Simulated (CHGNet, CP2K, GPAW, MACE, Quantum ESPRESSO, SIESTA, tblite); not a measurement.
# Which run comes nearest? Generalised stacking fault on (110) of BePd (80 atoms)

The cell holds 80 atoms: 40 Be and 40 Pd. Cell: a = 5.626 Å, b = 7.956 Å, c = 19.941 Å, α = 90.0°, β = 86.0°, γ = 90.0°. It derives from BePd (CsCl-type). CsCl-type BePd (a = 2.813 Å), cell with z along [110], 2 x 2 x 5 periods; the third cell vector is tilted by 0.500 of [001] and lengthened by 0 Å, so the cell holds one fault; displaced by a Gaussian of 0.01 Å. Then every atom was moved at random, 0.02 Å r.m.s. a Cartesian component.

Geometry: as built.

The reference, a calculation:

* method: Kohn-Sham DFT, PBE, SSSP efficiency 1.3.0 pseudopotentials, plane waves (Quantum ESPRESSO 7.5); sssp-pbe-1.3.0-efficiency, cutoffs 55/440 Ry, Γ point
* r.m.s. force component: 0.5506 eV/Å
* longest force: 3.758 eV/Å
* pressure: 8.156 GPa
* time: 2.7 min on 4 MPI ranks of Arm Neoverse V1, shared host
* CPU time: 11 min

Runs, in no order:
A. CP2K PBE, DZVP-MOLOPT-SR, 210/50 Ry, diagonalisation: Kohn-Sham DFT, PBE, GTH-PBE pseudopotentials, Gaussian and plane waves, DZVP-MOLOPT-SR-GTH, diagonalisation
B. CP2K PBE, DZVP-MOLOPT-SR, 600/50 Ry, diagonalisation: Kohn-Sham DFT, PBE, GTH-PBE pseudopotentials, Gaussian and plane waves, DZVP-MOLOPT-SR-GTH, diagonalisation
C. SIESTA PBE, DZ, shift 0.01 Ry, mesh 300 Ry: Kohn-Sham DFT, PBE, PseudoDojo 0.4.1 norm-conserving pseudopotentials (converted to PSML), numerical atomic orbitals (DZ), diagonalisation
D. MACE MP-0b2 small potential: machine-learned interatomic potential MACE MP-0b2 small, trained on PBE(+U) plane-wave data

In doubt: a PseudoDojo file used here is known to give poor structures and forces (SIESTA), which bears on pressures, cells, forces and phonons.

Q: Order them from the smallest to the largest r.m.s. force difference.

B, D, C, A.

| run | Δ force, r.m.s. (meV/Å) | share of r.m.s. force (%) | CPU time |
| --- | --- | --- | --- |
| B. CP2K PBE, DZVP-MOLOPT-SR, 600/50 Ry, diagonalisation | 39.5 | 7.17 | 11 min |
| D. MACE MP-0b2 small potential | 185 | 33.7 | 8 s |
| C. SIESTA PBE, DZ, shift 0.01 Ry, mesh 300 Ry | 429 | 78.0 | 2.9 min |
| A. CP2K PBE, DZVP-MOLOPT-SR, 210/50 Ry, diagonalisation | 2690 | 489 | 9.4 min |

Machine-learned potentials mimic data converged in k, so the reference's own k-point error enters their differences. The electronic-structure runs sample only Γ, in a cell whose shortest periodic width is 6 Å, which is coarse for a cell with partly filled levels.

[Hosts, paths, dates, database ids (printed as entryN), source tags and the programs' standing remarks are cut or masked in the printed files.]
